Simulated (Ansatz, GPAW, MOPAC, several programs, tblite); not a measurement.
# SrCl2 (a single layer): cheap methods against density-functional theory

How much accuracy does each second buy? SrCl2 as a single layer in vacuum is computed with 8 methods, from the cheapest up to r2SCAN.

Program: MOPAC, tblite, GPAW, Ansatz (versions at each run). Level of theory: no spin polarisation, static lattice; gaps from single points on the cell relaxed beforehand with r²SCAN. These are calculated values, not measurements.

**1. The system as given**

The structure is trigonal, space group P-3m1 (No. 164). Conventional cell: a = 4.432 Å, b = 4.432 Å, c = 30.643 Å, α = 90.00°, β = 90.00°, γ = 120.00°. Around Sr (site symmetry -3m) lie 6 Cl at 2.91 Å. Cl (site symmetry 3m) has 3 Sr at 2.91 Å as nearest neighbours.

As a file:

```cif
data_structure
_symmetry_space_group_name_H-M 'P-3m1'
_symmetry_Int_Tables_number 164
_cell_length_a 4.4316
_cell_length_b 4.4316
_cell_length_c 30.6434
_cell_angle_alpha 90.000
_cell_angle_beta 90.000
_cell_angle_gamma 120.000
_cell_volume 521.17
loop_
_atom_site_label
_atom_site_type_symbol
_atom_site_symmetry_multiplicity
_atom_site_Wyckoff_symbol
_atom_site_fract_x
_atom_site_fract_y
_atom_site_fract_z
_atom_site_occupancy
Sr1 Sr 1 a 0.00000 0.00000 0.00000 1
Cl1 Cl 2 d 0.33333 0.66667 0.04544 1
```

The cell holds a single layer (1T monolayer) with vacuum along c; the form is built, and need not be the compound's stable one.

**Question.** The methods are PM6, PM7, GFN1-xTB (tblite), GFN2-xTB (tblite), PBE/single-zeta, coarse PBE, PBE, r2SCAN. What gap does r2SCAN give on this cell, and which other methods (full PBE left aside) come nearest to r2SCAN and farthest in gap?

| quantity | value |
| --- | --- |
| r2SCAN | gap 6.61 eV |
| gap: nearest and farthest of the other methods | coarse PBE (-0.80 eV), PM7 (+4.28 eV) |

In words: Among the 6 methods compared for the gap (full PBE left aside), coarse PBE is nearest to r2SCAN and PM7 farthest. A minimal basis or a coarse cutoff and mesh shifts results by its own error, so closeness to r2SCAN can be chance. Cluster runs see only the k-points that fold onto the zone centre, so their gaps can miss the band edges. CPU times run from 0.8 s (PM6) to 28 s (r2SCAN). r2SCAN is a yardstick, not the truth: it usually gives gaps below the measured ones.
